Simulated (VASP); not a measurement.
Set up this calculation in VASP 6.6.1, as the native input.

- Task: relaxation of cell and atoms
- Functional: PBE
- Potentials or basis: VASP PAW PBE potentials, release 64 (Ti_sv, O)
- Cutoff: 600 eV
- k mesh: 5 × 5 × 5
- Occupations: fermi-dirac, width 0.05 eV
- Spin: no spin polarisation
- Target pressure: 2 GPa
- Further INCAR settings: ALGO = Normal; EDIFF = 1e-07; IBRION = 2; EDIFFG = -0.01; NSW = 60; ISIF = 3
- Target pressure: 2 GPa

The structure of TiO2 lies in POSCAR:

```
TiO2
1.0
    4.8126997814      0.0000000000      0.0000000000
    0.0000000000      4.8718844600      0.0000000000
   -0.8628854487      0.0000000000      4.9665942755
Ti O
4 8
Direct
    0.2774352600      0.0528083600      0.2131482700
    0.7225647400      0.5528083600      0.2868517300
    0.7225647400      0.9471916400      0.7868517300
    0.2774352600      0.4471916400      0.7131482700
    0.0638382200      0.1769655200      0.8515567400
    0.9361617800      0.6769655200      0.6484432600
    0.9361617800      0.8230344800      0.1484432600
    0.0638382200      0.3230344800      0.3515567400
    0.4453609900      0.7576317400      0.4667718600
    0.5546390100      0.2576317400      0.0332281400
    0.5546390100      0.2423682600      0.5332281400
    0.4453609900      0.7423682600      0.9667718600
```

The cell comes from a database or a generator and needn't be the stable form of this composition.

The input as run:

INCAR

```
SYSTEM = TiO2
ALGO = Normal
EDIFF = 1E-7
EDIFFG = -0.01
ENCUT = 600
GGA = PE
IBRION = 2
ISIF = 3
ISMEAR = -1
LASPH = .True.
LCHARG = .False.
LREAL = .False.
LWAVE = .False.
NELM = 100
NSW = 60
PREC = Accurate
PSTRESS = 20
SIGMA = 0.05
```

KPOINTS

```
k-points
0
Gamma
  5 5 5
  0 0 0
```

Potentials or basis: VASP PAW PBE potentials, release 64 (Ti_sv, O).

Launch:

```console
$ cat potpaw_PBE.64/Ti_sv/POTCAR potpaw_PBE.64/O/POTCAR > POTCAR
$ mpirun -np 1 vasp_std > vasp.out
```

Results of the run:

| Quantity | Value |
| --- | --- |
| Relaxed volume | 9.82 Å³/atom |
| Relaxed cell | a = 4.827 Å, b = 4.895 Å, c = 5.064 Å, α = 90.00°, β = 99.98°, γ = 90.00° |
| Space group after relaxing (to 0.05 Å) | P2_1/c (No. 14) |
| Energy change on relaxing (the enthalpy is what falls) | -2.6 meV/atom |
| Ionic steps | 11 |
| Pressure after relaxing | 2.0 GPa |
| Largest force after relaxing | 0.008 eV/Å |
| Band gap on the k mesh | 2.30 eV, indirect (least direct gap 2.37 eV) |

Caveat: the cell is relaxed towards a set pressure, so the enthalpy falls and the energy may rise; an odd mesh through Γ misses points on the zone boundary, where band edges often lie.

Run time: 33 min on 1 thread of Intel(R) Xeon(R) Platinum 8488C (Sapphire Rapids), with other jobs on the host, peak memory 0.39 GiB.
